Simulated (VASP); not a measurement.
# PbO: molecular dynamics with a thermostat

PbO, Pbcm (no. 57), 8 atoms in the cell. PBE, molecular dynamics; PAW potentials Pb, O (PBE set).

Ensemble: Nose-Hoover chain; Target temperature (K): 1600.

## Input

INCAR:
```
ALGO = Normal
EDIFF = 1E-6
ENCUT = 400
GGA = PE
IBRION = 0
ISIF = 2
ISMEAR = 0
ISYM = 0
KPAR = 2
LASPH = True
LCHARG = False
LREAL = Auto
LWAVE = False
MDALGO = 4
NELM = 60
NELMIN = 4
NHC_NCHAINS = 3
NHC_PERIOD = 30
NSW = 60
POTIM = 1.0
PREC = Normal
RANDOM_SEED = 442162 0 0
SIGMA = 0.05
TEBEG = 1600
```

KPOINTS:
```
k-points
0
Monkhorst-Pack
  2 2 2
```

POSCAR:
```
PbO
1.0
    5.8760000000      0.0000000000      0.0000000000
    0.0000000000      5.4760000000      0.0000000000
    0.0000000000      0.0000000000      4.7430000000
Pb O
4 4
Direct
    0.7690000000      0.5140000000      0.2500000000
    0.2310000000      0.4860000000      0.7500000000
    0.7690000000      0.9860000000      0.7500000000
    0.2310000000      0.0140000000      0.2500000000
    0.1320000000      0.5820000000      0.2500000000
    0.8680000000      0.4180000000      0.7500000000
    0.1320000000      0.9180000000      0.7500000000
    0.8680000000      0.0820000000      0.2500000000
```

Commands:
```
cat potpaw_PBE.64/Pb/POTCAR potpaw_PBE.64/O/POTCAR > POTCAR
mpirun -np 2 vasp_std > vasp.out
```

## Result

- Mean temperature (K): 1383
- Rise of the mean potential energy above the start (meV/atom): 56.3
- Electronic steps per ionic step after the first: 4.2

Course of the run:

| Time (fs) | Temperature (K) | Potential energy less the first (meV/atom) |
|---|---|---|
| 1 | 1607 | 0.0 |
| 6 | 1639 | -3.7 |
| 10 | 1594 | 1.2 |
| 15 | 1454 | 16.8 |
| 19 | 1304 | 34.3 |
| 24 | 1126 | 56.3 |
| 28 | 1037 | 69.5 |
| 33 | 1017 | 78.2 |
| 37 | 1066 | 80.9 |
| 42 | 1190 | 82.9 |
| 46 | 1332 | 85.0 |
| 51 | 1556 | 89.2 |
| 55 | 1748 | 93.8 |
| 60 | 1962 | 100.5 |

REPORT:
```
MDALGO =   4
           NHC_NCHAINS =   3
            NHC_PERIOD =    30
            NHC_NRESPA =    1
                NHC_NS =  1
               SCALING =       0
                 CNEXP =     9.000   14.000
           RANDOM_SEED =            442162                0                0

   original number of atomic DOF:         21
   number of independent constraints:      0
   number of active DOF:                  21

========================================
         MD step No.       1
========================================

  Atomic velocities initialized by STEP_tb

  >Nose-Hoover_chains
                       xs       vs(fs^-1)
   nhc_s>   0.57491039E-06   0.22994007E-05
   nhc_s>  -0.13889371E-03  -0.55559411E-03
   nhc_s>  -0.13888889E-03  -0.55547839E-03

  >Energies
                    E_tot             E_pot             E_kin               EPS                ES
   e_b>   -0.41343430E+02   -0.42797144E+02    0.14537115E+01    0.38303719E-04   -0.36635537E-04

  >Temperature
               T_sim     T_inst
   tmprt>   1600.000   1606.621

           RANDOM_SEED =            442162               48                0

[... steps left out ...]

========================================
         MD step No.      60
========================================

  >Nose-Hoover_chains
                       xs       vs(fs^-1)
   nhc_s>  -0.44376502E+00  -0.12532413E-01
   nhc_s>  -0.88206306E+00   0.53900156E-01
   nhc_s>  -0.84296042E+00  -0.15321872E-01

  >Energies
                    E_tot             E_pot             E_kin               EPS                ES
   e_b>   -0.41341254E+02   -0.41992803E+02    0.17748237E+01    0.39946393E+00   -0.15227388E+01

  >Temperature
               T_sim     T_inst
   tmprt>   1600.000   1961.509

           RANDOM_SEED =            442162               48                0
```

OSZICAR:
```
N       E                     dE             d eps       ncg     rms          rms(c)
DAV:   1     0.249618593264E+03    0.24962E+03   -0.15193E+04   200   0.111E+03
DAV:   2    -0.203098953636E+02   -0.26993E+03   -0.26454E+03   255   0.249E+02
DAV:   3    -0.513583857505E+02   -0.31048E+02   -0.30861E+02   229   0.965E+01
DAV:   4    -0.520315243189E+02   -0.67314E+00   -0.67151E+00   264   0.147E+01
DAV:   5    -0.520451398660E+02   -0.13616E-01   -0.13602E-01   240   0.192E+00    0.321E+01
DAV:   6    -0.430219179570E+02    0.90232E+01   -0.63303E+01   204   0.471E+01    0.162E+01
DAV:   7    -0.428798701867E+02    0.14205E+00   -0.81839E+00   205   0.155E+01    0.976E+00
DAV:   8    -0.428431905948E+02    0.36680E-01   -0.89241E-01   269   0.564E+00    0.370E+00
DAV:   9    -0.427965954826E+02    0.46595E-01   -0.28593E-01   237   0.289E+00    0.766E-01
DAV:  10    -0.427968208122E+02   -0.22533E-03   -0.38839E-02   240   0.112E+00    0.703E-01
DAV:  11    -0.427971025727E+02   -0.28176E-03   -0.34663E-03   205   0.397E-01    0.168E-01
DAV:  12    -0.427971418109E+02   -0.39238E-04   -0.94974E-04   272   0.160E-01    0.452E-02
[... left out ...]
     58 T=  1882. E= -.41317171E+02 F= -.42014768E+02 E0= -.42014768E+02  EK= 0.17274E+01 SP= -.15E+01 SK= 0.42E+00
     59 T=  1923. E= -.41318154E+02 F= -.42003756E+02 E0= -.42003756E+02  EK= 0.17632E+01 SP= -.15E+01 SK= 0.41E+00
[... last step whole ...]
       N       E                     dE             d eps       ncg     rms          rms(c)
DAV:   1    -0.419926648122E+02    0.11091E-01   -0.23761E-02   265   0.318E+00    0.338E-02
DAV:   2    -0.419928039802E+02   -0.13917E-03   -0.15540E-03   200   0.327E-01    0.123E-02
DAV:   3    -0.419928029517E+02    0.10286E-05   -0.13490E-05   240   0.313E-02    0.769E-03
DAV:   4    -0.419928028885E+02    0.63187E-07   -0.61850E-06   191   0.174E-02
     60 T=  1962. E= -.41319289E+02 F= -.41992803E+02 E0= -.41992803E+02  EK= 0.17968E+01 SP= -.15E+01 SK= 0.40E+00
```

Limits: 60 fs of 8 atoms are too short for converged averages; the cell is only 4.7 Å across, so each atom moves in step with near copies of itself.

VASP 6.6.1 took 151 s on 2 cores (AMD EPYC 7R43 (Zen 3)), a shared host.
